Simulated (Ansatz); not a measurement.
# LiNbO3: computed properties

The calculation used Ansatz 0.2.0, DFT PBE, scalar-relativistic, plane waves, PAW.

Settings: cutoff 420 eV, Γ-centred mesh 10×10×10 on the computed 5-atom cell, Gaussian smearing of 0.02 eV; no spin polarisation.

The structure is relaxed at this level of theory with its symmetry kept, and needn't be the ground state of this composition.

```cif
data_structure
_symmetry_space_group_name_H-M 'I4mm'
_symmetry_Int_Tables_number 107
_cell_length_a 3.8118
_cell_length_b 3.8118
_cell_length_c 10.2430
_cell_angle_alpha 90.000
_cell_angle_beta 90.000
_cell_angle_gamma 90.000
_cell_volume 148.82
loop_
_atom_site_label
_atom_site_type_symbol
_atom_site_symmetry_multiplicity
_atom_site_Wyckoff_symbol
_atom_site_fract_x
_atom_site_fract_y
_atom_site_fract_z
_atom_site_occupancy
Li1 Li 2 a 0.50000 0.50000 0.49308 1
Nb1 Nb 2 a 0.00000 0.00000 0.34924 1
O1 O 2 a 0.00000 0.00000 0.17848 1
O2 O 4 b 0.00000 0.50000 0.40740 1
```

- Space group: I4mm (No. 107)
- Volume per atom: 14.88 Å³
- Formation energy from the elements' standard states (uncorrected): -2.559 eV/atom
- Kohn–Sham band gap: 2.05 eV, indirect from (0.182, 0.182, 0.318) to Γ (the valley at (0.036, 0.036, -0.036) lies within 0.03 eV, so the order isn't resolved)
- Orbital (Löwdin) character of the top 1 eV of the valence band: O 2p 97 %
- Orbital (Löwdin) character of the lowest 1 eV of the conduction band: Nb 4d 87 %, O 2p 12 %
- Electron masses at the edge by direction of the standard setting (m_e; one valley, along these axes only; no spin-orbit coupling): x: 0.40; y: 0.40; z: over 30
- Hole masses at the edge by direction of the standard setting (m_e; one valley, along these axes only; no spin-orbit coupling): x: 0.91; y: 0.91; z: 15
- Bader charge by site (e): Li (1 in the cell) 0.90, Nb (1 in the cell) 2.68, O (1 in the cell) -1.04, O (2 in the cell) -1.27

Another cell of LiNbO3 relaxed alike, in R3c, lies 14 meV/atom lower, so this cell isn't the stable form at this level.

The cell was found from a structure generator's guess, not taken from experiment. Kohn–Sham gaps at this level usually fall short of measured ones. Löwdin shares on free-atom orbitals overweight diffuse shells in the empty bands.
